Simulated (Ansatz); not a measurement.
A relaxation computed with Ansatz, from input to last step.

```yaml
crystal:
  lattice:
    - [3.7554880543, 0.0, 0.0]
    - [0.0, 5.3436417224, 0.0]
    - [0.0, 0.0, 5.901003964]
  atoms:
    - { symbol: Ba, position: [0.0, 0.5, 0.500014787] }
    - { symbol: Ba, position: [0.0, 0.0, 1.4787e-05] }
    - { symbol: Ti, position: [0.5, 0.5, 0.0071532044] }
    - { symbol: Ti, position: [0.5, 0.0, 0.5071532044] }
    - { symbol: O, position: [0.5, 0.7480665736, 0.2414598216] }
    - { symbol: O, position: [0.5, 0.2519334264, 0.2414598216] }
    - { symbol: O, position: [0.0, 0.5, 0.9898123656] }
    - { symbol: O, position: [0.5, 0.2480665736, 0.7414598216] }
    - { symbol: O, position: [0.5, 0.7519334264, 0.7414598216] }
    - { symbol: O, position: [0.0, 0.0, 0.4898123656] }
basis:
  ecutwfc: 500
kpoints:
  mp_grid: { grid: [6, 4, 4] }
hamiltonian:
  xc: r2scan
  hubbard: { sites: [{ species: Ti, l: d, u_eff: 4.0 }] }
scf:
  occupations: { method: gaussian, width: 0.02 }
output:
  forces: true
  stress: true
  eigenvalues: true
relax:
  adjacent_minimum: "off"
  f_tol: 0.008
  max_steps: 40
  cell: { stress_tol: 0.015, fix: [a, b, gamma] }
```

```bash
ansatz run input.yaml --threads 1 --pin off --max-ram 2560MiB --backend cpu --events-out ev --progress --plain --runs-dir out
```

Level of theory: DFT r2SCAN+U, scalar-relativistic, plane waves, PAW in Ansatz.

Of 8 frames 7 are shown, positions in Å and forces in eV/Å; the SCF threshold varies from step to step. Steps run on the plane waves of an earlier cell, with a Pulay correction in the pressure. The basis is chosen afresh for the last frame, the zero of the energies, and at times for earlier ones too; energy and pressure step there, also at an unchanged geometry.

```xyz
10
Lattice="3.7555 0.0000 0.0000 0.0000 5.3436 0.0000 0.0000 0.0000 5.9010" Properties=species:S:1:pos:R:3:forces:R:3 pbc="T T T" step=1 free_energy_over_end_meV_per_atom=0.50 pressure_GPa=19.45
Ba    0.0000    2.6718    2.9506    0.0000    0.0000   -0.0112
Ba    0.0000    0.0000    0.0001    0.0000    0.0000   -0.0112
Ti    1.8777    2.6718    0.0422    0.0000    0.0000    0.0620
Ti    1.8777    0.0000    2.9927    0.0000    0.0000    0.0620
O     1.8777    3.9974    1.4249    0.0000    0.0496    0.0272
O     1.8777    1.3462    1.4249    0.0000   -0.0496    0.0272
O     0.0000    2.6718    5.8409    0.0000    0.0000   -0.1050
O     1.8777    1.3256    4.3754    0.0000    0.0496    0.0272
O     1.8777    4.0181    4.3754    0.0000   -0.0496    0.0272
O     0.0000    0.0000    2.8904    0.0000    0.0000   -0.1050
10
Lattice="3.7555 0.0000 0.0000 0.0000 5.3436 0.0000 0.0000 0.0000 5.8968" Properties=species:S:1:pos:R:3:forces:R:3 pbc="T T T" step=2 free_energy_over_end_meV_per_atom=0.36 pressure_GPa=19.53
Ba    0.0000    2.6718    2.9431    0.0000    0.0000    0.0435
Ba    0.0000    0.0000   -0.0053    0.0000    0.0000    0.0435
Ti    1.8777    2.6718    0.0472    0.0000    0.0000    0.0259
Ti    1.8777    0.0000    2.9956    0.0000    0.0000    0.0259
O     1.8777    4.0011    1.4270    0.0000   -0.0330   -0.0148
O     1.8777    1.3426    1.4270    0.0000    0.0330   -0.0148
O     0.0000    2.6718    5.8308    0.0000    0.0000   -0.0397
O     1.8777    1.3292    4.3754    0.0000   -0.0330   -0.0148
O     1.8777    4.0144    4.3754    0.0000    0.0330   -0.0148
O     0.0000    0.0000    2.8824    0.0000    0.0000   -0.0397
10
Lattice="3.7555 0.0000 0.0000 0.0000 5.3436 0.0000 0.0000 0.0000 5.8975" Properties=species:S:1:pos:R:3:forces:R:3 pbc="T T T" step=3 free_energy_over_end_meV_per_atom=0.30 pressure_GPa=19.50
Ba    0.0000    2.6718    2.9485    0.0000    0.0000    0.0136
Ba    0.0000    0.0000   -0.0002    0.0000    0.0000    0.0136
Ti    1.8777    2.6718    0.0463    0.0000    0.0000    0.0472
Ti    1.8777    0.0000    2.9951    0.0000    0.0000    0.0472
O     1.8777    3.9996    1.4274    0.0000   -0.0268   -0.0171
O     1.8777    1.3440    1.4274    0.0000    0.0268   -0.0171
O     0.0000    2.6718    5.8269    0.0000    0.0000   -0.0266
O     1.8777    1.3278    4.3762    0.0000   -0.0268   -0.0171
O     1.8777    4.0158    4.3762    0.0000    0.0268   -0.0171
O     0.0000    0.0000    2.8781    0.0000    0.0000   -0.0266
10
Lattice="3.7555 0.0000 0.0000 0.0000 5.3436 0.0000 0.0000 0.0000 5.8991" Properties=species:S:1:pos:R:3:forces:R:3 pbc="T T T" step=4 free_energy_over_end_meV_per_atom=0.26 pressure_GPa=19.44
Ba    0.0000    2.6718    2.9533    0.0000    0.0000   -0.0046
Ba    0.0000    0.0000    0.0038    0.0000    0.0000   -0.0046
Ti    1.8777    2.6718    0.0465    0.0000    0.0000    0.0638
Ti    1.8777    0.0000    2.9960    0.0000    0.0000    0.0638
O     1.8777    3.9980    1.4287    0.0000   -0.0233   -0.0269
O     1.8777    1.3456    1.4287    0.0000    0.0233   -0.0269
O     0.0000    2.6718    5.8224    0.0000    0.0000   -0.0054
O     1.8777    1.3262    4.3782    0.0000   -0.0233   -0.0269
O     1.8777    4.0174    4.3782    0.0000    0.0233   -0.0269
O     0.0000    0.0000    2.8729    0.0000    0.0000   -0.0054
10
Lattice="3.7555 0.0000 0.0000 0.0000 5.3436 0.0000 0.0000 0.0000 5.9038" Properties=species:S:1:pos:R:3:forces:R:3 pbc="T T T" step=5 free_energy_over_end_meV_per_atom=0.08 pressure_GPa=19.69
Ba    0.0000    2.6718    2.9621    0.0000    0.0000    0.0021
Ba    0.0000    0.0000    0.0102    0.0000    0.0000    0.0021
Ti    1.8777    2.6718    0.0674    0.0000    0.0000   -0.0172
Ti    1.8777    0.0000    3.0193    0.0000    0.0000   -0.0172
O     1.8777    3.9955    1.4227    0.0000    0.0040    0.0064
O     1.8777    1.3481    1.4227    0.0000   -0.0040    0.0064
O     0.0000    2.6718    5.8140    0.0000    0.0000    0.0022
O     1.8777    1.3237    4.3746    0.0000    0.0040    0.0064
O     1.8777    4.0200    4.3746    0.0000   -0.0040    0.0064
O     0.0000    0.0000    2.8621    0.0000    0.0000    0.0022
10
Lattice="3.7555 0.0000 0.0000 0.0000 5.3436 0.0000 0.0000 0.0000 5.9281" Properties=species:S:1:pos:R:3:forces:R:3 pbc="T T T" step=6 free_energy_over_end_meV_per_atom=0.05 pressure_GPa=18.95
Ba    0.0000    2.6718    2.9767    0.0000    0.0000    0.0107
Ba    0.0000    0.0000    0.0126    0.0000    0.0000    0.0107
Ti    1.8777    2.6718    0.0763    0.0000    0.0000   -0.0102
Ti    1.8777    0.0000    3.0403    0.0000    0.0000   -0.0102
O     1.8777    3.9952    1.4258    0.0000   -0.0147   -0.0043
O     1.8777    1.3485    1.4258    0.0000    0.0147   -0.0043
O     0.0000    2.6718    5.8326    0.0000    0.0000    0.0079
O     1.8777    1.3234    4.3899    0.0000   -0.0147   -0.0043
O     1.8777    4.0203    4.3899    0.0000    0.0147   -0.0043
O     0.0000    0.0000    2.8686    0.0000    0.0000    0.0079
10
Lattice="3.7555 0.0000 0.0000 0.0000 5.3436 0.0000 0.0000 0.0000 5.9204" Properties=species:S:1:pos:R:3:forces:R:3 pbc="T T T" step=8 free_energy_over_end_meV_per_atom=0.00 pressure_GPa=19.17
Ba    0.0000    2.6718    2.9727    0.0000    0.0000   -0.0002
Ba    0.0000    0.0000    0.0125    0.0000    0.0000   -0.0002
Ti    1.8777    2.6718    0.0718    0.0000    0.0000   -0.0006
Ti    1.8777    0.0000    3.0319    0.0000    0.0000   -0.0006
O     1.8777    3.9947    1.4250    0.0000    0.0001    0.0002
O     1.8777    1.3489    1.4250    0.0000   -0.0001    0.0002
O     0.0000    2.6718    5.8273    0.0000    0.0000    0.0003
O     1.8777    1.3229    4.3852    0.0000    0.0001    0.0002
O     1.8777    4.0207    4.3852    0.0000   -0.0001    0.0002
O     0.0000    0.0000    2.8671    0.0000    0.0000    0.0003
```

It took 2.8 min on 1 thread of Intel(R) Xeon(R) 6975P-C (Granite Rapids), with other jobs on the host, peak memory 0.94 GiB.